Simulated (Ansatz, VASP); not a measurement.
# One calculation of SnSe, two programs

The input INCAR:

```
PREC     = Accurate       # precision mode
ENCUT    = 520            # plane-wave cutoff, eV
EDIFF    = 1E-6           # SCF threshold, eV
ISMEAR   = -1             # smearing method
SIGMA    = 0.02           # smearing width, eV
LREAL    = False          # projectors in reciprocal space
LASPH    = True           # aspherical terms in the spheres
NELM     = 100            # most SCF steps
ALGO     = Normal         # electronic algorithm
ISIF     = 2              # what is computed and relaxed
LWAVE    = False          # write WAVECAR
LCHARG   = False          # write CHGCAR
GGA      = PS             # functional
NBANDS   = 17             # bands
```

KPOINTS

```
regular mesh
0
Gamma
  6 6 6
```

Contents of POSCAR:

```
SnSe
1.0
    3.6653564528      0.0000000000      0.0000000000
    0.0000000000      3.6653564528      0.0000000000
    0.0000000000      0.0000000000      3.6653564528
Sn Se
1 1
Direct
    0.0000000000      0.0000000000      0.0000000000
    0.5000000000      0.5000000000      0.5000000000
```

Input for Ansatz:

```yaml
crystal:
  lattice:
    - [3.6653564528, 0.0, 0.0]
    - [0.0, 3.6653564528, 0.0]
    - [0.0, 0.0, 3.6653564528]
  atoms:
    - { symbol: Sn, position: [0.0, 0.0, 0.0] }
    - { symbol: Se, position: [0.5, 0.5, 0.5] }
kpoints:
  mp_grid: { grid: [6, 6, 6] }
hamiltonian:
  xc: pbesol
scf:
  occupations: { method: fermi_dirac, width: 0.02 }
  n_extra_bands: 4
output:
  forces: true
  stress: true
  eigenvalues: true
  write_density: true
  write_potential: true
  elf: true
  volumetric_format: npy
```

The cell was built by a generator and needn't be a form met in nature.

Alike in both runs: task single point; functional PBEsol; k mesh 6 × 6 × 6; occupations fermi-dirac, width 0.02 eV; no spin polarisation.

|  | VASP | Ansatz |
| --- | --- | --- |
| version | VASP 6.6.1 | Ansatz 0.2.0 |
| potentials or method | VASP PAW PBE potentials, release 64 (Sn_d, Se) | plane waves, PAW |
| plane-wave cutoff (eV) | 520 | 420 |
| valence electrons in the cell | 20 | 30 |

|  | VASP | Ansatz | Ansatz less VASP |
| --- | --- | --- | --- |
| pressure (GPa) | -2.5 | -2.5 | +0.01 |

With one functional, cell and mesh, what is left measures potentials, basis and numerics. The two sets of potentials don't hold the same shells in valence.

Caveats: the PAW data sets were made with another functional, which shifts forces and pressure a little (VASP).
